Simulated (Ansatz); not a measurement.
Space group P-3m1 (No. 164). a = 4.634 Å, b = 4.634 Å, c = 7.297 Å, α = 90.00°, β = 90.00°, γ = 120.00°
| atom | site | symmetry | x | y | z |
| --- | --- | --- | --- | --- | --- |
| Pb | 1a | -3m. | 0.0000 | 0.0000 | 0.0000 |
| I | 2d | 3m. | 0.3333 | 0.6667 | 0.2548 |

Equation of state of this PbI₂ structure (not necessarily the ground state), with shape and atoms relaxed at each volume where symmetry leaves them free. Computed with Ansatz 0.2.0, DFT r2SCAN, scalar-relativistic, plane waves, PAW.

Cutoff 500 eV; k points 6×6×4 on the computed 3-atom cell (Γ-centred); Gaussian smearing, width 0.02 eV; no spin polarisation.

```csv
V (Å³/atom),E − E(largest V) (meV/atom),P (GPa),gap on mesh (eV)
42.512,2.41,0.69,2.64
43.869,-1.60,0.29,2.71
45.225,-2.71,-0.02,2.76
46.582,-1.89,-0.22,2.80
47.939,0.00,-0.30,2.82
```

Question: Fit a third-order Birch–Murnaghan equation to E(V).

Answer: V0 = 45.22 Å³/atom, B0 = 7 GPa, B0' = 15.0. B0' is unusual or poorly fixed by this range.

Spin-orbit coupling is left out, which matters for the bands of heavy elements. The cell holds layers, and where no dispersion correction was added their binding is poorly described.

Cost: 5 runs of about 4.2 core-minutes in all, on Arm Neoverse V2 (shared hosts).